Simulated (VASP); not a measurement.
Runs of VASP 6.6.1 on Cu. The structure is tetragonal, space group I4/mmm (No. 139). Conventional cell: a = 2.896 Å, b = 2.896 Å, c = 2.722 Å, α = 90.00°, β = 90.00°, γ = 90.00°. Cu (site symmetry 4/mmm) is surrounded by 10 Cu at 2.46 to 2.72 Å. This isn't the form of Cu at room conditions, which is fcc.

| level | k mesh | cutoff (eV) | smearing | gap on the mesh (eV) | pressure (GPa) |
| --- | --- | --- | --- | --- | --- |
| PBEsol | 20 × 20 × 20 | 700 | gaussian 0.1 eV | none | 0.2 |
| r2SCAN | 20 × 20 × 20 | 520 | gaussian 0.1 eV | none | (a) |
| PBEsol | 20 × 20 × 20 | 900 | gaussian 0.1 eV | none | 0.3 |
| PBEsol | 32 × 32 × 32 | 520 | gaussian 0.1 eV | none | 0.1 |
| PBEsol | 20 × 20 × 20 | 520 | gaussian 0.5 eV | none | 0.1 |

Alike in all rows: task single point; potentials or basis VASP PAW PBE potentials, release 64 (Cu); no spin polarisation; cell as given.

Question: Estimate the missing entries.

Answer: (a) 2.0.

Caveats: the PAW data sets were made with another functional, which shifts forces and pressure a little.

A gap of «none» marks a metal or a gap under the smearing width.
